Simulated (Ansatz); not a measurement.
# BaS (Fm-3m): from the cell to its phonons

Aim: the vibrations of BaS (Fm-3m), their spectra, and whether the structure is stable.

Main program and level: Ansatz 0.2.0; DFT LDA, scalar-relativistic, plane waves, PAW; PAW set soft_1.

Report form: the programs' logs are mostly left out.

### Step 1. Starting point

It takes space group Fm-3m (No. 225, cubic). The conventional cell has a = 6.388 Å, b = 6.388 Å, c = 6.388 Å, α = 90.00°, β = 90.00°, γ = 90.00°. Ba has 6 S at 3.19 Å nearest. S has 6 Ba at 3.19 Å nearest. Farther neighbours and most contacts between anions are not listed.

### Step 2. Relaxation

The cell and atoms are relaxed, since residual forces and stress would shift the frequencies.

input.yaml

```yaml
crystal:
  lattice:
    - [0.0, 3.19375, 3.19375]
    - [3.19375, 0.0, 3.19375]
    - [3.19375, 3.19375, 0.0]
  atoms:
    - { symbol: Ba, position: [0.0, 0.0, 0.0] }
    - { symbol: S, position: [0.5, 0.5, 0.5] }
kpoints:
  mp_grid: { grid: [8, 8, 8] }
hamiltonian:
  xc: lda
  pseudopotentials: { kind: paw, azcp: { folder: soft_1 }, xc_functional: pbe }
scf:
  occupations: { method: gaussian, width: 0.02 }
output:
  forces: true
  stress: true
  eigenvalues: true
  write_density: true
  write_potential: true
  elf: true
  volumetric_format: npy
relax:
  adjacent_minimum: "off"
  f_tol: 0.005
  max_steps: 80
  cell: { stress_tol: 0.05 }
```

Run with:

```
ansatz run input.yaml --threads 4 --pin off --max-ram 10240MiB --backend cpu --events-out ev --progress --plain --runs-dir out
```

The job ended after 2 s (4 threads of AMD EPYC 9R14 (Zen 4), shared host; peak memory 0.42 GiB).

Relaxation path:

```
step  energy less that of the first step (eV)  largest force component (eV/Å)  pressure (GPa)  volume (Å³)
   1                                   0.0000                          0.0000           -2.47        65.15
   2                                  -0.0255                          0.0000            1.00        60.51
   3                                  -0.0288                          0.0000           -0.09        61.78
   4                                  -0.0289                          0.0000            0.00        61.67
  5*                                  -0.0282                          0.0000            0.00        61.67
```

Relaxation steps marked * repeat the geometry before them on a plane-wave basis chosen anew for their cell, so energy and pressure can jump there.

The run keeps the 48 symmetry operations that it works with, so distortions that break them were not tested.

```
conventional cell, symmetrised  before  after  change
                         a (Å)   6.388  6.272  -1.8 %
                         b (Å)   6.388  6.272  -1.8 %
                         c (Å)   6.388  6.272  -1.8 %
              volume (Å³/atom)   32.58  30.83  -5.3 %
```

Final coordinates:

```xyz
2
Lattice="0.0000 3.1358 3.1358 3.1358 0.0000 3.1358 3.1358 3.1358 0.0000" Properties=species:S:1:pos:R:3 pbc="T T T"
Ba    0.0000    0.0000    0.0000
S     3.1358    3.1358    3.1358
```

Numbers from this step:

- pressure: 8.32e-4 GPa
- gap on the k-mesh: 1.915 eV
- volume per atom: 30.83 Å³
- direct gap on mesh: 1.985 eV

ELF in the ac plane of the conventional cell at fractional y = 0.000, with atoms of Ba and S within 0.2 Å of it. It is the smooth field of the valence electrons, not physical close to the nuclei.

Ten even steps from '_' (0.03) to '@' (0.85), each cell a mean:
```
..**@@++::##@@**::==@@@@==::%%%%::
%%@@%%--..**@@@@%%@@@@%%--..**@@%%
%%##++....==%%@@@@@@%%**::__--**%%
--::..____..--======--::______..::
==----..______::::::..______::--==
@@@@##==__..==##%%%%**::__::**%%@@
%%@@@@**..--%%@@%%%%@@**..--%%@@@@
::##@@##::++@@**..--%%%%::==@@@@==
__**@@##::**@@==__..%%%%::==@@%%::
++%%@@**..++@@%%==**@@##::==@@@@**
@@@@@@++..::##@@@@@@%%==__--%%@@@@
####++--____::++**++--..__..==**##
::....______....::::..______....::
++==::____--++**####**==..__..--++
@@@@##::..++@@@@@@@@@@##--..++%%@@
==%%@@==..##@@%%**##@@@@--::##@@**
__==@@++::##@@++__::%%@@==--%%%%..
```
Columns run along a (6.3 Å), rows up along c (6.3 Å), edges of the conventional cell, whose origin can differ from the input's. Atoms in or near the plane, at fractional coordinates: Ba at (0.00, 0.00), Ba at (0.50, 0.50), S at (0.50, 0.00), S at (0.00, 0.50).

Valence density in the ac plane of the conventional cell at fractional y = 0.000, with atoms of Ba and S within 0.2 Å of it. It is the smooth field of the valence electrons, not physical close to the nuclei.

Ten even steps from '0' (0.0 e/Å³) to '9' (1.3 e/Å³), each cell a mean:
```
59821258567311597
99510136875200379
54100013432000135
11000001110000001
11000001110000001
32100014542000023
76310159997200257
58521289579411376
27621388459511485
77410279899411368
64200037885100135
21000002321000012
10000000110000001
22000001221000012
86300024653100158
89620147786211499
48821267257311595
```
Columns run along a (6.3 Å), rows up along c (6.3 Å), edges of the conventional cell, whose origin can differ from the input's. Atoms in or near the plane, at fractional coordinates: Ba at (0.00, 0.00), Ba at (0.50, 0.50), S at (0.50, 0.00), S at (0.00, 0.50).

Electrostatic potential energy in the ac plane of the conventional cell at fractional y = 0.000, with atoms of Ba and S within 0.2 Å of it. With pseudopotentials it is smooth inside the atoms' cores, unlike the true potential.

Values in eV, 9 rows by 16 columns, each cell a mean:
```
-47 -37 -12   4   9   7 -10 -28 -29 -21   2   9   7  -4 -27 -45
 -6  -1   4   8  10  10   9   5   4   7  10  10   9   6   1  -5
  7   8  10  10   9   8   5   2   1   4   7   9  10  10   9   8
-22 -11   5   9   7  -1 -19 -36 -39 -28  -7   5   9   8  -3 -20
-28 -31  -2   8   6  -7 -36 -52 -53 -46 -19   2   8   5 -20 -32
-13  -3   7  10   8   2 -11 -25 -28 -18  -3   6   9   9   2 -10
  7   8   9  10  10   9   7   6   5   6   8   9  10  10   9   7
-16  -8   2   7  10  10   7   0  -2   4   9  10   9   4  -4 -14
-52 -43 -16   3   8   6 -16 -31 -29 -27  -1   8   6  -6 -33 -50
```
Columns run along a (6.3 Å; values clipped at the 3rd and 97th percentile), rows up along c (6.3 Å), edges of the conventional cell, whose origin can differ from the input's. Atoms in or near the plane, at fractional coordinates: Ba at (0.00, 0.00), Ba at (0.50, 0.50), S at (0.50, 0.00), S at (0.00, 0.50).

In this step the volume went from 32.58 to 30.83 Å³/atom.

### Step 3. Tight relaxation

Phonons need a cell at rest on their own settings, so the relaxation is repeated with tight tolerances on forces and stress on the k mesh and occupations of the first response run.

input.yaml, the sections that differ from step 2:

```yaml
crystal:
  lattice:
    - [0.0, 3.1357693427, 3.1357693427]
    - [3.1357693427, 0.0, 3.1357693427]
    - [3.1357693427, 3.1357693427, 0.0]
  atoms:
    - { symbol: Ba, position: [0.0, 0.0, 0.0] }
    - { symbol: S, position: [0.5, 0.5, 0.5] }
scf:
  occupations: { method: fixed }
output:
  forces: true
  stress: true
  eigenvalues: true
relax:
  adjacent_minimum: "off"
  f_tol: 0.001
  max_steps: 60
  cell: { stress_tol: 0.01 }
# kpoints, hamiltonian: as in step 2
```

Wall time 0.88 s (4 threads); peak memory 0.41 GiB.

Little changed from the start: no atom moved by 0.005 Å and no cell edge by 0.1 %.

Numbers from this step:

```yaml
pressure: 8.33e-4 GPa
```

The forces vanish by symmetry and the pressure is 0.001 GPa, within the tolerances set. The cell now holds 30.83 Å³/atom.

### Step 4. Modes at Γ

The zone centre comes first: it holds the modes that light can see, as far as symmetry allows. The response to a homogeneous field gives the Born charges and the dielectric tensor, and its change with displacement the Raman tensors.

input.yaml, as its differences from that of step 3:

```diff
@@ -16,9 +16,7 @@
 output:
-  forces: true
-  stress: true
   eigenvalues: true
-relax:
-  adjacent_minimum: "off"
-  f_tol: 0.001
-  max_steps: 60
-  cell: { stress_tol: 0.01 }
+phonons:
+  method: dfpt
+  dielectric: true
+  rigid_motions: translations
+  raman: true
```

Run time: 45 s. Hardware: 4 threads; peak memory 0.94 GiB; 2.7 min of CPU time.

Numbers from this step:

| Property | Result |
| --- | --- |
| sum-rule residual before enforcement | 3.27e-4 eV/Å² |
| miss of the charge sum rule | 5.75e-4 e |
| estimated error of the dielectric tensor | 0.01274 |
| estimated error of the Born charges | 0.01090 e |
| point group | m-3m |
| highest optical mode at the zone centre (no LO-TO term) | 151.4 cm⁻¹ |
| lowest optical zone-centre mode | 151.4 cm⁻¹ |
| mean high-frequency dielectric constant | 5.130 |
| largest Born charge (third of the trace) | 2.630 e |
| mean static dielectric constant | 14.39 |
| top of the zone-centre spectrum with the field | 253.6 cm⁻¹ |

Without the LO-TO term. Patterns of degenerate modes are one choice out of their space. Modes at Γ, with each element's share of the kinetic energy:

```
mode  frequency (cm⁻¹)  symmetry  Ba %  S %
   1               0.0  acoustic    81   19
   2               0.0  acoustic    81   19
   3               0.0  acoustic    81   19
   4             151.4       T1u    19   81
   5             151.4       T1u    19   81
   6             151.4       T1u    19   81
```

Displacements in mode 5 (151.4 cm⁻¹), the largest set to 1:
```
Ba1 -0.23  0.00  0.00
S2   1.00  0.00  0.00
```

Optical modes at the zone centre, without and with the macroscopic field of the longitudinal modes; each column is sorted by frequency, so a row need not hold one and the same mode. Modes with and without the field, by row:

```
rank among optical modes  no field (cm⁻¹)  q along (1, 0, 0) (cm⁻¹)
                       1            151.4                     151.4
                       2            151.4                     151.4
                       3            151.4                     253.6
```

Born charge (rows field, columns displacement) (e), principal values of the symmetric part by kind of site:

```
atom  atoms with these values    low  middle   high   mean
 Ba1                        1   2.63    2.63   2.63   2.63
  S2                        1  -2.63   -2.63  -2.63  -2.63
```

In full for S2:

```
-2.63  0.00  0.00
 0.00 -2.63  0.00
 0.00  0.00 -2.63
```

High-frequency dielectric tensor:

```
5.13 0.00 0.00
0.00 5.13 0.00
0.00 0.00 5.13
```

Static dielectric tensor (ions relaxed, fixed cell):

```
14.39  0.00  0.00
 0.00 14.39  0.00
 0.00  0.00 14.39
```

Transverse modes. Infrared lines, with heights relative to the strongest:

```
position (cm⁻¹)  label  relative intensity
            151    T1u                 100
```

Before it was imposed, the acoustic sum rule was missed by 3.3e-4 eV/Å² and the charge sum rule by 5.8e-4 e. Small misses are needed for a sound result but don't prove that mesh and cutoff are converged. The lowest optical mode is real, 151 cm⁻¹.

### Step 5. The dispersion

Stability and thermal properties need the whole zone. Linear response on a 4×4×4 q mesh gives force constants as far as a supercell of that size would, and the tensors from the zone-centre run are typed in so that the long-range dipole term is interpolated apart.

input.yaml, the sections that differ from step 4:

```yaml
phonons:
  method: dfpt
  qmesh: [4, 4, 4]
  temperatures: { t_max: 1000, t_step: 50 }
  qpath:
    path:
      - [[0.0, 0.0, 0.0], [0.5, 0.0, 0.5], [0.625, 0.25, 0.625]]
      - [[0.375, 0.375, 0.75], [0.0, 0.0, 0.0], [0.5, 0.5, 0.5], [0.5, 0.25, 0.75], [0.5, 0.0, 0.5]]
    npoints: 10
  non_analytic_term:
    high_frequency_dielectric_tensor: [[5.1302, 0.0, 0.0], [0.0, 5.1302, 0.0], [0.0, 0.0, 5.1302]]
    born_effective_charges:
      - { species: Ba, tensor: [[2.6304, 0.0, 0.0], [0.0, 2.6304, 0.0], [0.0, 0.0, 2.6304]] }
      - { species: S, tensor: [[-2.6304, 0.0, 0.0], [0.0, -2.6304, 0.0], [0.0, 0.0, -2.6304]] }
    source: "zone-centre run at this cell"
# crystal, kpoints, hamiltonian, scf, output: as in step 4
```

The job ended after 49 s (4 threads; peak memory 1.1 GiB).

Numbers from this step:

| Item | Value |
| --- | --- |
| sum-rule residual before enforcement | 1.79e-5 eV/Å² |
| lowest frequency on the path | 0 cm⁻¹ |
| highest frequency on the path or at a solved wavevector | 253.6 cm⁻¹ |
| mean frequency | 133.5 cm⁻¹ |
| Debye temperature (second moment) | 268 K |
| logarithmic mean frequency | 120.9 cm⁻¹ |
| lowest mode on the q mesh (acoustic modes at Γ apart) | 45.4 cm⁻¹ |
| zero-point energy per atom | 24.82 meV |
| heat capacity at 300 K | 23.98 J/(mol atoms K) |
| vibrational entropy at 300 K | 39.03 J/(mol atoms K) |
| edges of the widest gap between branches, on path and mesh | 137.1, 151.4 cm⁻¹ |

Frequencies (cm⁻¹) solved at each irreducible wavevector; negative means imaginary. Frequencies by wavevector, by row:

```
q in reciprocal lattice units  star  mode 1  mode 2  mode 3  mode 4  mode 5  mode 6
                        0 0 0     1       0       0       0   151.4   151.4   151.4
                     0 0 0.25     8    57.4    57.4      89   163.5   163.5   244.5
                     0 0 -0.5     4    77.8    77.8   137.1   173.5   173.5   228.1
                  0 0.25 0.25     6    45.4    45.4   103.6   159.8   159.8   221.2
                  0 0.25 -0.5    24    72.6    85.9   112.6   166.6   173.3     205
                 0 0.25 -0.25    12    70.9      78     118   169.9   170.8   219.9
                  0 -0.5 -0.5     3    62.9    62.9   105.5   160.3   160.3   177.9
              0.25 -0.5 -0.25     6    88.3    88.3    97.7   172.8   172.8   186.9
```

Interpolated from a 4×4×4 q mesh, with the LO-TO term (at Γ the limit along the path; where Γ stands inside the path, tables give the limit on arrival). Phonon branches along the path, in cm⁻¹:

```
    point  branch 1  branch 2  branch 3  branch 4  branch 5  branch 6
        Γ         0         0         0       151       151       254
  halfway        45        45       104       160       160       221
        X        63        63       105       160       160       178
  halfway        68        76       103       162       170       178
        U        76        96        99       165       176       190
jump to K        76        96        99       165       176       190
  halfway        55        69       103       166       167       233
        Γ         0         0         0       151       151       254
  halfway        57        57        89       164       164       244
        L        78        78       137       174       174       228
  halfway        80        85       121       171       173       212
        W        88        88        98       173       173       187
  halfway        72        83       101       166       174       177
        X        63        63       105       160       160       178
```

(Continued in part 2 of 2.)

[Logs are printed without paths, hosts, clocks, repeated set-up lines and the standing remarks that a program may print on its own settings, such as how far it seeks lower states.]

[Hosts, paths, dates, database ids (printed as entryN), source tags and the programs' standing remarks are cut or masked in the printed files.]
